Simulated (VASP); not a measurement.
Here is a VASP 6.6.1 calculation.

Contents of INCAR:

```
PREC = Accurate
ENCUT = 600
EDIFF = 1E-6
ISMEAR = 0
SIGMA = 0.01
LREAL = F
LASPH = T
NELM = 100
ALGO = Fast
ISIF = 3
LWAVE = F
LCHARG = F
GGA = PS
IBRION = 2
NSW = 100
EDIFFG = -0.01
```

Contents of KPOINTS:

```
regular mesh
0
Gamma
  12 12 6
```

Contents of POSCAR:

```
Si
1.0
    3.8313174605      0.0000000000      0.0000000000
   -1.9156587303      3.3180182508      0.0000000000
    0.0000000000      0.0000000000      6.3326220002
Si
4
Direct
    0.3333333300      0.6666666700      0.0630095000
    0.6666666700      0.3333333300      0.5630095000
    0.3333333300      0.6666666700      0.4369905000
    0.6666666700      0.3333333300      0.9369905000
```

Potentials or basis: VASP PAW PBE potentials, release 64 (Si).

The run is started by

```bash
$ cat potpaw_PBE.64/Si/POTCAR > POTCAR
$ mpirun -np 1 vasp_std > vasp.out
```

Task: Estimate the band gap on the k mesh.

Result: 0.29 eV, indirect (least direct gap 0.97 eV).

Task: Estimate the space group after relaxing (to 0.05 Å).

Result: P6_3/mmc (No. 194).

Forces on the atoms (eV/Å):
```
Si   0.000  0.000  0.003
Si   0.000  0.000  0.003
Si   0.000  0.000 -0.003
Si   0.000  0.000 -0.003
```

Caveat: the PAW data sets were made with another functional, which shifts forces and pressure a little. A k mesh can miss the band edges.
